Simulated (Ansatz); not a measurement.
The cell is COD entry 9008789, as deposited and not checked against the literature; nothing was relaxed.

An input for CsCl: DFT, PBEsol, all-electron LAPW, scalar-relativistic (Ansatz 0.2.0).

Command: `ansatz run input.yaml --threads 1 --pin off --max-ram 3072MiB --backend cpu --events-out ev --progress --plain --runs-dir out` The run took 8.9 s on 1 thread of Intel(R) Xeon(R) Platinum 8488C (Sapphire Rapids) (shared host), peak memory 0.29 GiB.

```yaml
crystal:
  lattice:
    - [4.123, 0.0, 0.0]
    - [0.0, 4.123, 0.0]
    - [0.0, 0.0, 4.123]
  atoms:
    - { symbol: Cs, position: [0.0, 0.0, 0.0] }
    - { symbol: Cl, position: [0.5, 0.5, 0.5] }
kpoints:
  mp_grid: { grid: [6, 6, 6] }
  band_path:
    path:
      - [0.0, 0.0, 0.0]
      - [0.0, 0.5, 0.0]
      - [0.5, 0.5, 0.0]
      - [0.0, 0.0, 0.0]
      - [0.5, 0.5, 0.5]
      - [0.0, 0.5, 0.0]
      - [0.5, 0.5, 0.5]
      - [0.5, 0.5, 0.0]
    npoints: 14
scf:
  occupations: { method: fermi_dirac, width: 0.03 }
hamiltonian:
  xc: pbesol
  pseudopotentials: { kind: all_electron, lapw: { basis_error: 0.001 } }
output:
  forces: true
  stress: true
  eigenvalues: true
  fatbands: true
  populations: true
  dos: { projected: true, de: 0.2, e_range: [-14, 8] }
```

Set-up and iterations as logged by Ansatz (the results part is left out, to be predicted):

```
Cs: projections on atomic orbitals take those of the free atom 1s2 2s2 2p6 3s2 3p6 3d10 4s2 4p6 4d10 5s2 5p6 6s1, of charge +0.00 (hamiltonian.pseudopotentials.projection_atoms)
Cl: projections on atomic orbitals take those of the free atom 1s2 2s2 2p6 3s2 3p5, of charge +0.00 (hamiltonian.pseudopotentials.projection_atoms)
LAPW: plane waves up to 5.423 Å⁻¹, error target 1.0e-3 eV per atom; small_component_spin mean_spin; Cl in spheres of 1.760 Å, 13 of its electrons in bands, Dirac shells []; Cs in spheres of 1.811 Å, 27 of its electrons in bands, Dirac shells []
Engine: ansatz 0.2.0
Pseudopotentials: kind: all_electron
Pseudopotential: Cs, LAPW, valence charge 27, Koelling and Harmon's equation, gaussian nucleus
Pseudopotential: Cl, LAPW, valence charge 13, Koelling and Harmon's equation, gaussian nucleus
Functional definition: PBEsol
  exchange = pbesol_x
  correlation = pbesol_c
Crystal: 2 atoms, lattice volume = 70.087 Å³
Basis set: ecut = 112.06153879743478 eV, 179 PW (Γ), exchange–correlation at level 2
Bands: 24, of which v1, the nominal top of the filled ones, is band 20 counted from 1 (19 counted from 0)
Symmetry: 48 space group operations
Space group: Pm-3m (ITA 221), of the structure as read, at distance tolerance 4.1e-5 Å
k-points: 20 of 216
Non-local potential: Cs, projectors of the file, none
Non-local potential: Cl, projectors of the file, none
Initial density: superposition of atomic densities (chi_scale 0.1, normalization cell, long waves kept (reshape's long-wave potential 0.00 eV rms))
Initial wavefunctions: plane waves of lowest kinetic energy (no species holds an atomic orbital)
Functional: x = pbesol(κ = 0.804, μ = 0.12345679012345678), c = pbesol(β = 0.046)
iter 1 solved again at ethr=9.48e-4 eV; its pass at ethr=1.00e-1 eV (dr2=3.79e-1 eV) is discarded
SCF iter   1: F=—  HF=-224344.250065 eV  |F-HF|=—  |Δ(HF+E_count)|=         —  Δρ=1.38e-2  dr2=3.79e-1  ethr=9.48e-4  ⟨swp⟩=2.4  Hψ=3003  notcnv=0
SCF iter   2: F=—  HF=-224343.887471 eV  |F-HF|=—  |Δ(HF+E_count)|=   3.63e-1  Δρ=6.03e-3  dr2=8.08e-2  ethr=9.47e-4  ⟨swp⟩=3.2  Hψ=1651  notcnv=0  defer=3
SCF iter   3: F=—  HF=-224343.877635 eV  |F-HF|=—  |Δ(HF+E_count)|=   9.84e-3  Δρ=4.21e-3  dr2=4.05e-2  ethr=2.02e-4  ⟨swp⟩=2.0  Hψ=1638  notcnv=0
iter 4 solved again at ethr=2.74e-6 eV; its pass at ethr=1.01e-4 eV (dr2=1.09e-3 eV) is discarded
SCF iter   4: F=—  HF=-224343.875886 eV  |F-HF|=—  |Δ(HF+E_count)|=   1.75e-3  Δρ=7.08e-4  dr2=1.09e-3  ethr=2.74e-6  ⟨swp⟩=2.0  Hψ=2517  notcnv=0  defer=1
SCF iter   5: F=—  HF=-224343.876736 eV  |F-HF|=—  |Δ(HF+E_count)|=   8.51e-4  Δρ=1.01e-4  dr2=1.37e-5  ethr=2.73e-6  ⟨swp⟩=2.5  Hψ=1615  notcnv=0
SCF iter   6: F=—  HF=-224343.876781 eV  |F-HF|=—  |Δ(HF+E_count)|=   4.44e-5  Δρ=3.34e-5  dr2=1.21e-6  ethr=3.44e-8  ⟨swp⟩=3.0  Hψ=1635  notcnv=0
SCF iter   7: F=—  HF=-224343.876780 eV  |F-HF|=—  |Δ(HF+E_count)|=   1.30e-6  Δρ=1.84e-5  dr2=2.88e-7  ethr=3.02e-9  ⟨swp⟩=2.4  Hψ=1573  notcnv=0
SCF iter   8: F=-224343.876780 eV  HF=-224343.876780 eV  |F-HF|=3.17e-9  |Δ(HF+E_count)|=   7.07e-7  Δρ=3.36e-6  dr2=1.27e-8  ethr=7.20e-10  ⟨swp⟩=3.0  Hψ=1678  notcnv=0
```

(1) What pressure will this run report?

(2) Is there a band gap?

Results:

(1) -0.66 GPa (positive in compression).

(2) 5.06 eV, direct at Γ.
